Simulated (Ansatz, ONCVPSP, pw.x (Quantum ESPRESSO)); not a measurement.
## pw.x on bcc Zr: one setting changed

Potential: optimised norm-conserving Vanderbilt (ONCV), ONCVPSP 4.0.1.1 (patched build), PBEsol; core [Ar] 3d10, reference 4s2 4p6 4d2 5s1.75 5p0.25; waves: 4s+5s: rc 1.80 bohr, ncon 3, nbas 6, qcut 5.4 1/bohr, 2 projectors; 4p+5p: rc 2.20 bohr, ncon 3, nbas 8, qcut 5.8 1/bohr, 2 projectors; 4d: rc 2.60 bohr, ncon 4, nbas 8, qcut 6.8 1/bohr, 2 projectors, debl 3.9 Ha; local part: polynomial inside 1.45 bohr (lpopt 5, dvloc0 6 Ha); core correction: none.

The reference run (k-mesh 13³, cutoffs 40/160 Ry, Fermi–Dirac 0.01 Ry, mixing_beta 0.4, conv_thr 1e-9, no spin) gives -0.63 GPa at 22.176 Å³/atom, where all-electron LAPW gives -0.86 GPa. This run, with its own iteration cap, changes startingwfc to atomic.

```
&control
  calculation='scf', prefix='x', pseudo_dir='./', outdir='./tmp', tstress=.true., disk_io='none'
/
&system
  ibrav=0, nat=1, ntyp=1, ecutwfc=40, ecutrho=160, nbnd=14,
  occupations='smearing', smearing='fd', degauss=0.01
/
&electrons
  conv_thr=1e-09, mixing_beta=0.4, electron_maxstep=60, startingwfc='atomic'
/
ATOMIC_SPECIES
Zr 1.0 Zr.UPF
CELL_PARAMETERS angstrom
  -1.76986880 1.76986880 1.76986880
  1.76986880 -1.76986880 1.76986880
  1.76986880 1.76986880 -1.76986880
ATOMIC_POSITIONS crystal
Zr 0.0000 0.0000 0.0000
K_POINTS automatic
13 13 13 0 0 0
```

```bash
pw.x < Zr.scf.in > Zr.scf.out
```

Question: How does the run end?

Answer: It converges in 8 iterations; the free energy moves by +0.0 meV/atom and the pressure by +0.00 GPa. The result is that of the reference run.

```
Message from routine setup:
     using ibrav=0 with symmetry is DISCOURAGED, use correct ibrav instead
     lattice parameter (alat)  =       5.7930  a.u.
     unit-cell volume          =     149.6511 (a.u.)^3
     number of electrons       =        12.00
     number of Kohn-Sham states=           14
     kinetic-energy cutoff     =      40.0000  Ry
     charge density cutoff     =     160.0000  Ry
     scf convergence threshold =      1.0E-09
     Exchange-correlation= PBESOL
     number of k points=    84  Fermi-Dirac smearing, width (Ry)=  0.0100
     iteration #  1     ecut=    40.00 Ry     beta= 0.40
     total energy              =     -94.94835538 Ry
     estimated scf accuracy    <       0.01672242 Ry
     iteration #  2     ecut=    40.00 Ry     beta= 0.40
     total energy              =     -94.94880453 Ry
     estimated scf accuracy    <       0.00189323 Ry
     iteration #  3     ecut=    40.00 Ry     beta= 0.40
     total energy              =     -94.94913863 Ry
     estimated scf accuracy    <       0.00006783 Ry
     iteration #  4     ecut=    40.00 Ry     beta= 0.40
     total energy              =     -94.94914222 Ry
     estimated scf accuracy    <       0.00000420 Ry
     iteration #  5     ecut=    40.00 Ry     beta= 0.40
     total energy              =     -94.94914155 Ry
     estimated scf accuracy    <       0.00000119 Ry
     iteration #  6     ecut=    40.00 Ry     beta= 0.40
     total energy              =     -94.94914184 Ry
     estimated scf accuracy    <       0.00000006 Ry
     iteration #  7     ecut=    40.00 Ry     beta= 0.40
     total energy              =     -94.94914185 Ry
     estimated scf accuracy    <          2.8E-09 Ry
     iteration #  8     ecut=    40.00 Ry     beta= 0.40
     the Fermi energy is    14.3566 ev
!    total energy              =     -94.94914185 Ry
     estimated scf accuracy    <          5.1E-11 Ry
     smearing contrib. (-TS)   =      -0.00790638 Ry
     The total energy is F=E-TS. E is the sum of the following terms:
     one-electron contribution =     -18.65307933 Ry
     hartree contribution      =      13.80134518 Ry
     xc contribution           =     -11.74609112 Ry
     ewald contribution        =     -78.34341019 Ry
     convergence has been achieved in   8 iterations
          total   stress  (Ry/bohr**3)                   (kbar)     P=       -6.33
     Message from routine punch:
     Nothing written, as per user request (disk_io='none')
```

The run took about 5.2 s on one core of a shared host (AMD EPYC 9R45 96-Core Processor, 96 threads, 376 GiB, load 51).
